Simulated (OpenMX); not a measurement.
Crystal: TiCo.

```
CELL_PARAMETERS angstrom
2.98611 0.00000 0.00000
0.00000 2.98611 0.00000
0.00000 0.00000 2.98611
ATOMIC_POSITIONS crystal
Co 0.50000 0.50000 0.50000
Ti 0.00000 0.00000 0.00000
```

The cell comes from a database or a generator and needn't be the stable form of this composition.

| Item | Value |
| --- | --- |
| Program | OpenMX 3.8.5 |
| Task | single point |
| Functional | PBE |
| Potentials or basis | OpenMX 2013 PBE set, Co6.0H-s3p2d2, Ti7.0-s3p2d2, grid cutoff 500 Ry |
| k mesh | 9 × 9 × 9 |
| Occupations | fermi-dirac, width 0.05 eV |
| Spin | collinear spin, ferromagnetic start |
| Starting moments | [2.0, 1.0] μB |

On this cell: pressure 2.1 GPa; largest force zero by symmetry; net moment 0.86 μB per cell; site moments Co +1.02; Ti -0.16 μB; band gap on the k mesh none (metal or under the smearing width).

The same run follows on a disturbed copy (atoms moved at random, drawn with an rms of 0.05 Å):

```
CELL_PARAMETERS angstrom
2.98611 0.00000 0.00000
0.00000 2.98611 0.00000
0.00000 0.00000 2.98611
ATOMIC_POSITIONS crystal
Co 0.50552 0.50227 0.49660
Ti 0.00479 0.99145 0.99640
```

Problem. What does the disturbed cell give?

Solution. The energy (extrapolated to zero smearing) moves by +1.1 meV/atom; pressure 1.9 GPa; largest force 0.139 eV/Å; net moment 0.86 μB per cell; site moments Co +1.02; Ti -0.16 μB; band gap on the k mesh none (metal or under the smearing width).

Forces in eV/Å, atoms in the order of the input:
```
Co  -0.002 -0.134  0.000
Ti   0.007  0.138  0.007
```

Caveats: the basis of atomic orbitals isn't converged, which shifts pressures, moduli and gaps.
